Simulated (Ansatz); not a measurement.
# MgO: the cost of one run

Program: Ansatz 0.2.0 through its Python package. Level of theory: DFT PBEsol, plane waves, PAW. These are calculated values, not measurements.

## (1) Starting point

Symmetry: P6_3/mmc, No. 194, hexagonal system. The conventional cell has a = 3.486 Å, b = 3.486 Å, c = 4.178 Å, α = 90.00°, β = 90.00°, γ = 120.00°. Mg (site symmetry -6m2) has 5 O at 2.01 to 2.09 Å as nearest neighbours. Around O (site symmetry -6m2) lie 5 Mg at 2.01 to 2.09 Å.

No structure file is read: the coordinates are typed or built in the script.

## (2) The script

Contents of strain.py:

```python
"""Energy of MgO under rhombohedral strain, ions carried with the cell."""

import warnings

import ansatz
import matplotlib.pyplot as plt
import numpy as np

vectors0 = np.array([
    [3.48638, 0.0, 0.0],
    [-1.74319, 3.01929, 0.0],
    [0.0, 0.0, 4.17804],
])
sites = [
    ("Mg", [2 / 3, 1 / 3, 0.75]),
    ("Mg", [1 / 3, 2 / 3, 0.25]),
    ("O", [2 / 3, 1 / 3, 0.25]),
    ("O", [1 / 3, 2 / 3, 0.75]),
]


def crystal_on(cell):
    crystal = ansatz.Crystal(lattice=ansatz.Lattice.of(cell))
    for symbol, position in sites:
        crystal = crystal.atom(symbol, position)
    return crystal

warnings.simplefilter("ignore", ansatz.DeckWarning)

# clamped ions: the fractional positions stay as typed
values = np.linspace(-0.05, 0.05, 7)
energies = []
for d in values:
    strain = d / 2 * (np.ones((3, 3)) - np.eye(3))
    cell = vectors0 @ (np.eye(3) + strain)
    job = (
        crystal_on(cell).calculation()
        .pseudopotentials("paw")
        .functional("PBEsol")
        .basis(41 * ansatz.Ry)
        .occupations("fermi_dirac", width=0.05)
        .kpoints(6, 6, 6)
    )
    data = job.run(threads=1, backend="cpu").report
    energies.append(data["free_energy_ev"] / len(sites))
    print(f"d = {d:+.4f}  F = {energies[-1]:.5f} eV/atom")
energies = np.array(energies)

for value, e in zip(values, energies):
    print(f"strain {value:7.3f}   E - Emin = {1000 * (e - energies.min()):9.3f} meV/atom")
plt.figure(figsize=(4.5, 3))
plt.plot(values, 1000 * (energies - energies.min()), "o-")
plt.xlabel("strain")
plt.ylabel("meV/atom")
plt.tight_layout()
plt.savefig("strain.png", dpi=100)
curvature = 2 * np.polyfit(values, energies, 3)[1]
volume = abs(np.linalg.det(vectors0)) / len(sites)
print(f"d2E/dd2 over the volume: {curvature / volume * 160.21766:.1f} GPa")
```

## (3) Running it

Command:

```console
$ python strain.py
```

**Question.** How long does this script take on 1 thread of Arm Neoverse V1, shared host, and how much memory does it need?

About 32 s, with a peak of 0.47 GiB.
